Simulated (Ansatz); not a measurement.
# InP: input, output and frames of a trajectory

These are results of DFT PBE, scalar-relativistic, plane waves, PAW in Ansatz, not measurements. Settings: plane waves to 420 eV, k-mesh 2×2×2 (shifted by 0.5, 0.5, 0.5 steps), Fermi–Dirac smearing 0.039 eV. The mesh is coarse. No spin polarisation.

16 atoms, starting at 1.01 times the perfect crystal's volume (space group F-43m, the cell as given, not relaxed at this level); Langevin thermostat and barostat at 450 K (friction 0.005 fs⁻¹), target pressure 0 GPa; 24 steps of 1.5 fs. The run is short and not equilibrated. The steps keep the starting cell's plane waves.

The calculation finished and met its thresholds.

The run took 110 s on 4 threads of Intel(R) Xeon(R) Platinum 8488C (Sapphire Rapids), with other jobs on the host, peak memory 1.2 GiB.

Command:
```bash
ansatz run input.yaml --threads 4 --pin off --max-ram 5120MiB --backend cpu --events-out ev --progress --plain --runs-dir out
```

Input:
```yaml
crystal:
  lattice:
    - [5.8804719038, 0.0, 5.8804719038]
    - [5.8804719038, 5.8804719038, 0.0]
    - [0.0, 5.8804719038, 5.8804719038]
  atoms:
    - { symbol: In, position: [0.0, 0.0, 0.0] }
    - { symbol: In, position: [0.0, 0.5, 0.0] }
    - { symbol: In, position: [0.5, 0.0, 0.0] }
    - { symbol: In, position: [0.5, 0.5, 0.0] }
    - { symbol: In, position: [0.0, 0.0, 0.5] }
    - { symbol: In, position: [0.0, 0.5, 0.5] }
    - { symbol: In, position: [0.5, 0.0, 0.5] }
    - { symbol: In, position: [0.5, 0.5, 0.5] }
    - { symbol: P, position: [0.375, 0.375, 0.375] }
    - { symbol: P, position: [0.375, 0.875, 0.375] }
    - { symbol: P, position: [0.875, 0.375, 0.375] }
    - { symbol: P, position: [0.875, 0.875, 0.375] }
    - { symbol: P, position: [0.375, 0.375, 0.875] }
    - { symbol: P, position: [0.375, 0.875, 0.875] }
    - { symbol: P, position: [0.875, 0.375, 0.875] }
    - { symbol: P, position: [0.875, 0.875, 0.875] }
basis:
  ecutwfc: 420
kpoints:
  mp_grid: { grid: [2, 2, 2], shift: [0.5, 0.5, 0.5] }
hamiltonian:
  xc: pbe
scf:
  occupations: { method: fermi_dirac, width: 0.0388 }
  lower_state_search: "off"
  convergence: { dr2_threshold: 1.0e-07 }
output:
  forces: true
  stress: true
md:
  timestep: 1.5
  n_steps: 24
  ensemble: npt_langevin
  temperature: 450.0
  initial_velocities: maxwell_boltzmann
  seed: 84364
  friction: 0.005
  pressure: 0.0
```

Output (its end):
```
...
Fermi energy:    6.586181 eV
--- Per-component energies (eV) ---
  E_band       = -537.526582
  E_kinetic    = 2489.812923
  E_local      = -11592.940148  (includes V_loc(G=0)·N_el)
  E_nonlocal   = 3209.422610
  E_hartree    = 4560.448327
  E_xc         = -2204.562587
  E_vxc        = -1267.821700  (∫ρ·V_xc dr)
  E_paw        = -37800.244269  (= ΣΔE_a)
  E_vpaw       = -2496.900071  (= ΣTr[D̂ρ^β])
  E_aug_tail   = 0.000228  (compensation charges beyond the density's cutoff)
  E_ewald      = -9493.517915
  E_smearing   = -0.000000  (= −TS)
  E_closure    = 0.000000  (closes the sum)
  Σ components = -50831.580832   (vs F -50831.580832, Δ=0.00e0)
--- Forces (eV/Å), atoms counted from 1 ---
  atom   1  In    -0.10766705     0.26355440    -0.33951099
  atom   2  In     0.02479676    -0.36741987     0.08411904
  atom   3  In     0.44555049     0.03442255     0.33629642
  atom   4  In    -0.59156513    -0.57781902     0.18307466
  atom   5  In    -0.12369800     0.29551173    -0.27722097
  atom   6  In     0.25928801     0.54448572     0.00805018
  atom   7  In     0.78621088     0.52304121    -0.32433069
  atom   8  In    -0.15749437    -0.12365854    -0.83905215
  atom   9  P      0.41077189    -0.07901751     0.75927977
  atom  10  P     -0.32812666    -0.86061360     0.03705090
  atom  11  P     -0.10310555    -0.31930462    -0.08328136
  atom  12  P     -0.43220608    -0.31477195     0.49724172
  atom  13  P      0.03731514     0.74910691     0.01706480
  atom  14  P     -0.02954419    -0.26649789     0.48557934
  atom  15  P      0.27959263     0.21585048    -0.33585300
  atom  16  P     -0.37011444     0.28313259    -0.20850417
  max |Σ_I F_I| component: 4.33e-6 eV/Å
--- Stress (GPa, compression-positive) ---
       -1.596130      -0.686898      -0.066088
       -0.686898      -1.639790      -0.076422
       -0.066088      -0.076422      -1.714151
  P = ⅓ Tr σ = -1.6500 GPa (-16.500 kbar)
--- MD trajectory: 24 steps, t = 0.0 → 36.0 fs ---
  final state: T = 251.2 K   F+E_penalty+E_count = -50831.58086133 eV   E_kin = 0.519574 eV
  conserved energy: peak-to-peak 4.352e-4 eV (2.720e-5 eV/atom) over 36.0 fs
  cell: V = 437.6271 Å³ at the end; means of 25 rows, the approach among them: V = 419.0290 Å³, P_inst = 1.0755 GPa
  mean static stress (GPa): xx 0.9477  yy 0.8968  zz 0.8703  yz -0.0995  xz -0.1409  xy -0.7233
  the result is of one more SCF, on plane waves selected at the last cell: its energy does not rank with the rows'
```

Frames along the run (Å, eV/Å; dE is the potential energy from the first frame):

```xyz
16
Lattice="5.880 0.000 5.880 5.880 5.880 0.000 0.000 5.880 5.880" Properties=species:S:1:pos:R:3:forces:R:3 pbc="T T T" time_fs=0.00 dE_eV=0.0000 T_K=422
In    0.000    0.000    0.000   -0.017   -0.017   -0.017
In    2.940    2.940    0.000   -0.017   -0.017   -0.017
In    2.940    0.000    2.940   -0.017   -0.017   -0.017
In    5.880    2.940    2.940   -0.017   -0.017   -0.017
In    0.000    2.940    2.940   -0.017   -0.017   -0.017
In    2.940    5.880    2.940   -0.017   -0.017   -0.017
In    2.940    2.940    5.880   -0.017   -0.017   -0.017
In    5.880    5.880    5.880   -0.017   -0.017   -0.017
P     4.410    4.410    4.410    0.017    0.017    0.017
P     7.351    7.351    4.410    0.017    0.017    0.017
P     7.351    4.410    7.351    0.017    0.017    0.017
P    10.291    7.351    7.351    0.017    0.017    0.017
P     4.410    7.351    7.351    0.017    0.017    0.017
P     7.351   10.291    7.351    0.017    0.017    0.017
P     7.351    7.351   10.291    0.017    0.017    0.017
P    10.291   10.291   10.291    0.017    0.017    0.017
16
Lattice="5.881 0.000 5.881 5.881 5.881 0.000 0.000 5.881 5.881" Properties=species:S:1:pos:R:3:forces:R:3 pbc="T T T" time_fs=3.00 dE_eV=0.0114 T_K=452
In   -0.005   -0.001   -0.003   -0.005   -0.029   -0.059
In    2.943    2.941    0.004   -0.013   -0.089   -0.014
In    2.938   -0.002    2.941   -0.017   -0.003    0.081
In    5.891    2.954    2.935   -0.044   -0.083   -0.025
In    0.005    2.935    2.948   -0.024    0.035   -0.130
In    2.940    5.881    2.940   -0.024    0.141   -0.087
In    2.931    2.933    5.877    0.178    0.114    0.001
In    5.877    5.882    5.893   -0.020   -0.108   -0.169
P     4.399    4.416    4.391    0.149   -0.031    0.227
P     7.350    7.367    4.422   -0.010   -0.258   -0.082
P     7.357    4.415    7.354   -0.037   -0.039    0.004
P    10.304    7.355    7.338   -0.106    0.022    0.146
P     4.415    7.340    7.357   -0.024    0.177    0.053
P     7.358   10.301    7.335   -0.004   -0.023    0.117
P     7.345    7.348   10.297    0.086    0.097   -0.054
P    10.299   10.283   10.293   -0.086    0.075   -0.009
16
Lattice="5.885 0.000 5.885 5.885 5.885 0.000 0.000 5.885 5.885" Properties=species:S:1:pos:R:3:forces:R:3 pbc="T T T" time_fs=6.00 dE_eV=0.0431 T_K=487
In   -0.010   -0.002   -0.005   -0.007   -0.056   -0.120
In    2.946    2.943    0.009    0.001   -0.158    0.004
In    2.935   -0.006    2.943   -0.002    0.015    0.183
In    5.906    2.969    2.932   -0.083   -0.150   -0.024
In    0.011    2.930    2.956   -0.020    0.092   -0.243
In    2.941    5.884    2.941   -0.033    0.307   -0.146
In    2.924    2.927    5.876    0.390    0.248    0.031
In    5.876    5.887    5.909   -0.020   -0.200   -0.329
P     4.391    4.423    4.373    0.277   -0.094    0.438
P     7.353    7.388    4.438   -0.037   -0.537   -0.185
P     7.366    4.422    7.361   -0.086   -0.110   -0.011
P    10.325    7.363    7.332   -0.251    0.034    0.254
P     4.423    7.331    7.369   -0.083    0.353    0.093
P     7.369   10.316    7.325   -0.018   -0.067    0.203
P     7.343    7.351   10.311    0.157    0.159   -0.138
P    10.313   10.276   10.299   -0.183    0.164   -0.011
16
Lattice="5.892 0.000 5.892 5.892 5.892 0.000 0.000 5.892 5.892" Properties=species:S:1:pos:R:3:forces:R:3 pbc="T T T" time_fs=9.00 dE_eV=0.0903 T_K=397
In   -0.014   -0.004   -0.005   -0.028   -0.083   -0.192
In    2.952    2.946    0.013    0.015   -0.223    0.019
In    2.935   -0.009    2.947    0.024    0.016    0.264
In    5.925    2.984    2.929   -0.125   -0.215   -0.006
In    0.016    2.926    2.965   -0.011    0.154   -0.348
In    2.943    5.889    2.943   -0.038    0.463   -0.176
In    2.918    2.922    5.879    0.593    0.372    0.070
In    5.880    5.894    5.929   -0.016   -0.265   -0.486
P     4.388    4.432    4.360    0.393   -0.156    0.610
P     7.361    7.410    4.451   -0.084   -0.797   -0.256
P     7.380    4.433    7.371   -0.129   -0.186   -0.022
P    10.350    7.375    7.331   -0.390    0.035    0.333
P     4.433    7.326    7.384   -0.132    0.517    0.126
P     7.383   10.336    7.318   -0.022   -0.114    0.289
P     7.345    7.357   10.331    0.221    0.218   -0.231
P    10.332   10.273   10.309   -0.268    0.264    0.004
16
Lattice="5.896 0.000 5.896 5.896 5.896 0.000 0.000 5.896 5.896" Properties=species:S:1:pos:R:3:forces:R:3 pbc="T T T" time_fs=10.50 dE_eV=0.1167 T_K=388
In   -0.016   -0.004   -0.005   -0.032   -0.087   -0.225
In    2.956    2.948    0.015    0.014   -0.251    0.025
In    2.934   -0.010    2.950    0.044    0.017    0.295
In    5.935    2.993    2.929   -0.146   -0.247    0.003
In    0.019    2.925    2.969   -0.003    0.179   -0.397
In    2.945    5.893    2.945   -0.044    0.532   -0.193
In    2.916    2.921    5.881    0.686    0.429    0.090
In    5.883    5.898    5.939   -0.014   -0.283   -0.554
P     4.387    4.437    4.356    0.452   -0.188    0.682
P     7.367    7.422    4.458   -0.120   -0.918   -0.286
P     7.388    4.438    7.377   -0.144   -0.223   -0.028
P    10.363    7.383    7.333   -0.445    0.029    0.367
P     4.438    7.326    7.393   -0.147    0.584    0.143
P     7.392   10.348    7.316   -0.032   -0.132    0.332
P     7.349    7.361   10.342    0.240    0.245   -0.266
P    10.343   10.274   10.315   -0.311    0.313    0.012
16
Lattice="5.907 0.000 5.907 5.907 5.907 0.000 0.000 5.907 5.907" Properties=species:S:1:pos:R:3:forces:R:3 pbc="T T T" time_fs=13.50 dE_eV=0.1713 T_K=335
In   -0.020   -0.006   -0.006   -0.035   -0.080   -0.291
In    2.965    2.954    0.019    0.014   -0.292    0.046
In    2.934   -0.015    2.957    0.098    0.023    0.340
In    5.959    3.011    2.929   -0.204   -0.307    0.024
In    0.024    2.926    2.980    0.005    0.205   -0.483
In    2.947    5.902    2.951   -0.040    0.648   -0.226
In    2.914    2.918    5.889    0.857    0.545    0.135
In    5.892    5.910    5.961   -0.021   -0.315   -0.669
P     4.387    4.449    4.351    0.559   -0.244    0.798
P     7.384    7.446    4.473   -0.207   -1.122   -0.350
P     7.405    4.451    7.392   -0.156   -0.288   -0.045
P    10.393    7.401    7.338   -0.534    0.020    0.441
P     4.449    7.329    7.414   -0.165    0.702    0.173
P     7.412   10.375    7.315   -0.042   -0.171    0.395
P     7.361    7.376   10.367    0.258    0.277   -0.316
P    10.370   10.281   10.333   -0.387    0.398    0.029
16
Lattice="5.922 0.000 5.922 5.922 5.922 0.000 0.000 5.922 5.922" Properties=species:S:1:pos:R:3:forces:R:3 pbc="T T T" time_fs=16.50 dE_eV=0.2228 T_K=297
In   -0.022   -0.008   -0.008   -0.052   -0.063   -0.327
In    2.976    2.961    0.022    0.017   -0.328    0.058
In    2.937   -0.019    2.965    0.145    0.028    0.370
In    5.987    3.032    2.931   -0.268   -0.356    0.031
In    0.028    2.929    2.991    0.013    0.217   -0.533
In    2.951    5.916    2.958   -0.033    0.733   -0.245
In    2.916    2.917    5.901    1.015    0.627    0.156
In    5.905    5.924    5.985   -0.022   -0.334   -0.753
P     4.393    4.464    4.349    0.633   -0.301    0.892
P     7.406    7.471    4.488   -0.290   -1.274   -0.408
P     7.426    4.464    7.412   -0.174   -0.322   -0.059
P    10.426    7.422    7.352   -0.592    0.004    0.473
P     4.461    7.340    7.437   -0.165    0.792    0.203
P     7.439   10.406    7.317   -0.064   -0.184    0.465
P     7.376    7.397   10.396    0.278    0.293   -0.356
P    10.401   10.295   10.358   -0.440    0.467    0.033
16
Lattice="5.939 0.000 5.939 5.939 5.939 0.000 0.000 5.939 5.939" Properties=species:S:1:pos:R:3:forces:R:3 pbc="T T T" time_fs=19.50 dE_eV=0.2689 T_K=283
In   -0.023   -0.008   -0.009   -0.067   -0.038   -0.343
In    2.988    2.969    0.025    0.017   -0.356    0.073
In    2.942   -0.021    2.973    0.195    0.033    0.391
In    6.019    3.054    2.935   -0.329   -0.392    0.031
In    0.034    2.933    3.003    0.001    0.240   -0.561
In    2.955    5.934    2.968   -0.023    0.777   -0.247
In    2.922    2.921    5.917    1.126    0.661    0.143
In    5.920    5.939    6.013   -0.017   -0.331   -0.819
P     4.403    4.480    4.352    0.679   -0.328    0.947
P     7.431    7.498    4.504   -0.349   -1.383   -0.418
P     7.450    4.478    7.435   -0.185   -0.341   -0.068
P    10.462    7.447    7.371   -0.620   -0.013    0.492
P     4.477    7.356    7.465   -0.160    0.853    0.216
P     7.470   10.441    7.322   -0.101   -0.183    0.538
P     7.394    7.422   10.430    0.307    0.298   -0.385
P    10.436   10.317   10.391   -0.474    0.503    0.009
16
Lattice="5.956 0.000 5.956 5.956 5.956 0.000 0.000 5.956 5.956" Properties=species:S:1:pos:R:3:forces:R:3 pbc="T T T" time_fs=22.50 dE_eV=0.3065 T_K=234
In   -0.025   -0.009   -0.010   -0.090    0.005   -0.357
In    3.001    2.977    0.027    0.002   -0.373    0.099
In    2.947   -0.024    2.982    0.248    0.047    0.410
In    6.052    3.076    2.941   -0.386   -0.418    0.019
In    0.040    2.939    3.015   -0.043    0.276   -0.567
In    2.959    5.953    2.979    0.004    0.793   -0.230
In    2.931    2.926    5.935    1.161    0.669    0.102
In    5.935    5.953    6.040   -0.021   -0.312   -0.869
P     4.416    4.496    4.357    0.689   -0.333    0.975
P     7.456    7.523    4.516   -0.358   -1.426   -0.372
P     7.475    4.492    7.460   -0.181   -0.368   -0.083
P    10.496    7.472    7.392   -0.623   -0.033    0.504
P     4.492    7.375    7.493   -0.143    0.895    0.223
P     7.502   10.481    7.331   -0.123   -0.222    0.582
P     7.413    7.449   10.464    0.330    0.289   -0.392
P    10.469   10.343   10.427   -0.466    0.511   -0.044
16
Lattice="5.973 0.000 5.973 5.973 5.973 0.000 0.000 5.973 5.973" Properties=species:S:1:pos:R:3:forces:R:3 pbc="T T T" time_fs=25.50 dE_eV=0.3283 T_K=228
In   -0.026   -0.010   -0.009   -0.118    0.073   -0.372
In    3.013    2.985    0.029   -0.005   -0.391    0.121
In    2.952   -0.025    2.991    0.284    0.051    0.414
In    6.083    3.096    2.945   -0.435   -0.447    0.023
In    0.045    2.945    3.024   -0.090    0.305   -0.534
In    2.960    5.972    2.987    0.055    0.765   -0.192
In    2.940    2.930    5.953    1.133    0.657    0.023
In    5.950    5.966    6.065   -0.048   -0.284   -0.892
P     4.431    4.507    4.363    0.648   -0.299    0.963
P     7.477    7.539    4.527   -0.344   -1.380   -0.305
P     7.495    4.505    7.483   -0.156   -0.382   -0.082
P    10.525    7.498    7.412   -0.601   -0.074    0.517
P     4.506    7.392    7.522   -0.118    0.920    0.192
P     7.529   10.520    7.340   -0.110   -0.266    0.616
P     7.431    7.475   10.495    0.342    0.276   -0.387
P    10.498   10.373   10.462   -0.438    0.477   -0.104
16
Lattice="5.982 0.000 5.982 5.982 5.982 0.000 0.000 5.982 5.982" Properties=species:S:1:pos:R:3:forces:R:3 pbc="T T T" time_fs=27.00 dE_eV=0.3353 T_K=244
In   -0.028   -0.010   -0.010   -0.131    0.111   -0.373
In    3.019    2.989    0.031   -0.003   -0.396    0.129
In    2.954   -0.026    2.995    0.304    0.047    0.405
In    6.098    3.107    2.947   -0.460   -0.464    0.033
In    0.048    2.948    3.029   -0.109    0.314   -0.508
In    2.961    5.983    2.991    0.086    0.741   -0.166
In    2.945    2.933    5.963    1.104    0.637   -0.028
In    5.958    5.971    6.077   -0.067   -0.267   -0.902
P     4.439    4.512    4.367    0.622   -0.271    0.949
P     7.487    7.545    4.532   -0.335   -1.330   -0.258
P     7.505    4.511    7.495   -0.141   -0.389   -0.081
P    10.539    7.511    7.423   -0.581   -0.101    0.514
P     4.513    7.402    7.537   -0.107    0.922    0.170
P     7.541   10.538    7.345   -0.097   -0.275    0.627
P     7.441    7.488   10.510    0.341    0.269   -0.381
P    10.513   10.388   10.479   -0.424    0.452   -0.130
16
Lattice="5.998 0.000 5.998 5.998 5.998 0.000 0.000 5.998 5.998" Properties=species:S:1:pos:R:3:forces:R:3 pbc="T T T" time_fs=30.00 dE_eV=0.3431 T_K=231
In   -0.030   -0.010   -0.010   -0.143    0.182   -0.359
In    3.031    2.997    0.035    0.009   -0.393    0.126
In    2.959   -0.027    3.004    0.346    0.035    0.384
In    6.128    3.126    2.951   -0.514   -0.497    0.061
In    0.053    2.955    3.037   -0.130    0.319   -0.437
In    2.964    6.003    2.999    0.141    0.690   -0.110
In    2.956    2.939    5.981    1.015    0.596   -0.127
In    5.972    5.982    6.102   -0.099   -0.226   -0.903
P     4.454    4.520    4.378    0.570   -0.211    0.907
P     7.510    7.552    4.539   -0.331   -1.197   -0.155
P     7.526    4.521    7.519   -0.120   -0.381   -0.085
P    10.564    7.540    7.446   -0.529   -0.172    0.499
P     4.527    7.424    7.567   -0.069    0.903    0.116
P     7.563   10.572    7.358   -0.070   -0.280    0.616
P     7.462    7.515   10.540    0.337    0.245   -0.363
P    10.542   10.421   10.512   -0.411    0.387   -0.170
16
Lattice="6.013 0.000 6.013 6.013 6.013 0.000 0.000 6.013 6.013" Properties=species:S:1:pos:R:3:forces:R:3 pbc="T T T" time_fs=33.00 dE_eV=0.3455 T_K=232
In   -0.033   -0.008   -0.011   -0.135    0.235   -0.340
In    3.041    3.004    0.039    0.017   -0.381    0.106
In    2.963   -0.027    3.012    0.388    0.030    0.363
In    6.155    3.145    2.954   -0.561   -0.531    0.112
In    0.058    2.962    3.045   -0.131    0.310   -0.360
In    2.969    6.024    3.006    0.198    0.624   -0.047
In    2.969    2.946    5.998    0.904    0.562   -0.227
In    5.986    5.990    6.126   -0.128   -0.178   -0.882
P     4.472    4.529    4.392    0.497   -0.147    0.837
P     7.530    7.555    4.547   -0.328   -1.040   -0.061
P     7.547    4.530    7.542   -0.109   -0.356   -0.085
P    10.588    7.568    7.466   -0.474   -0.250    0.494
P     4.537    7.448    7.595   -0.017    0.844    0.069
P     7.583   10.602    7.373   -0.048   -0.276    0.566
P     7.481    7.540   10.567    0.326    0.226   -0.352
P    10.569   10.451   10.541   -0.400    0.328   -0.195
16
Lattice="6.026 0.000 6.026 6.026 6.026 0.000 0.000 6.026 6.026" Properties=species:S:1:pos:R:3:forces:R:3 pbc="T T T" time_fs=36.00 dE_eV=0.3460 T_K=251
In   -0.038   -0.006   -0.011   -0.108    0.264   -0.340
In    3.051    3.011    0.044    0.025   -0.367    0.084
In    2.965   -0.027    3.019    0.446    0.034    0.336
In    6.179    3.162    2.954   -0.592   -0.578    0.183
In    0.062    2.967    3.050   -0.124    0.295   -0.277
In    2.974    6.044    3.013    0.259    0.544    0.008
In    2.983    2.952    6.014    0.786    0.523   -0.324
In    5.998    5.998    6.147   -0.157   -0.124   -0.839
P     4.492    4.536    4.407    0.411   -0.079    0.759
P     7.549    7.555    4.554   -0.328   -0.861    0.037
P     7.566    4.536    7.564   -0.103   -0.319   -0.083
P    10.609    7.593    7.484   -0.432   -0.315    0.497
P     4.545    7.475    7.621    0.037    0.749    0.017
P     7.601   10.629    7.389   -0.030   -0.266    0.486
P     7.503    7.561   10.591    0.280    0.216   -0.336
P    10.590   10.477   10.565   -0.370    0.283   -0.209
```